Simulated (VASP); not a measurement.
# WS2: electric field gradients with PBE

The system is WS2, a slab with vacuum.

```
W S
1.0
     3.18312    0.00000    0.00000
    -1.59156    2.75666    0.00000
     0.00000    0.00000   35.18056
W S
4 8
Direct
  0.33333 0.66667 0.59232
  0.33333 0.66667 0.22340
  0.66667 0.33333 0.77660
  0.66667 0.33333 0.40768
  0.33333 0.66667 0.82115
  0.33333 0.66667 0.45202
  0.66667 0.33333 0.63662
  0.66667 0.33333 0.26774
  0.33333 0.66667 0.73226
  0.33333 0.66667 0.36338
  0.66667 0.33333 0.54798
  0.66667 0.33333 0.17885
```

```json
{
 "Program": "VASP 6.6.1",
 "Task": "electric field gradients",
 "Functional": "PBE",
 "Potentials or basis": "VASP PAW PBE potentials, release 64 (W_sv, S)",
 "Cutoff": "520 eV",
 "k mesh": "7 × 7 × 1",
 "Occupations": "gaussian, width 0.02 eV",
 "Spin": "no spin polarisation",
 "Further INCAR settings": "ALGO = Normal; EDIFF = 1e-08"
}
```

```json
{"Largest force": "0.233 eV/Å", "Band gap on the k mesh": "1.42 eV, indirect (least direct gap 2.38 eV)"}
```

Forces in eV/Å, atoms in the order of the input:
```
W    0.000  0.000 -0.021
W    0.000  0.000 -0.135
W    0.000  0.000  0.135
W    0.000  0.000  0.021
S    0.000  0.000  0.121
S    0.000  0.000  0.214
S    0.000  0.000  0.233
S    0.000  0.000  0.195
S    0.000  0.000 -0.195
S    0.000  0.000 -0.233
S    0.000  0.000 -0.214
S    0.000  0.000 -0.121
```

Levels at points of the mesh, in eV from the valence-band top:
```csv
k point,band 49,band 50,band 51,band 52,band 53,band 54,band 55,band 56
"(0.00, 0.00, 0.00)",-0.74,-0.47,-0.18,0.00,2.43,2.43,2.43,2.43
```

Electric field gradients, principal values (V/Å²):
```
atom     Vxx     Vyy       Vzz
 1 W  79.663  79.664  -159.327
 2 W  78.713  78.713  -157.426
 3 W  78.713  78.713  -157.426
 4 W  79.663  79.664  -159.327
 5 S  24.027  24.028   -48.055
 6 S  24.046  24.047   -48.094
 7 S  24.127  24.128   -48.255
 8 S  23.915  23.917   -47.832
 9 S  23.915  23.917   -47.832
10 S  24.127  24.128   -48.255
11 S  24.046  24.047   -48.094
12 S  24.027  24.028   -48.055
```

Run time: 3.4 min on 1 thread of Intel(R) Xeon(R) Platinum 8488C (Sapphire Rapids) (shared host), peak memory 0.45 GiB.

Caveat: spin-orbit coupling is left out, which moves the levels of the heavy elements. PBE gaps usually lie below the measured ones, often by a third to a half.
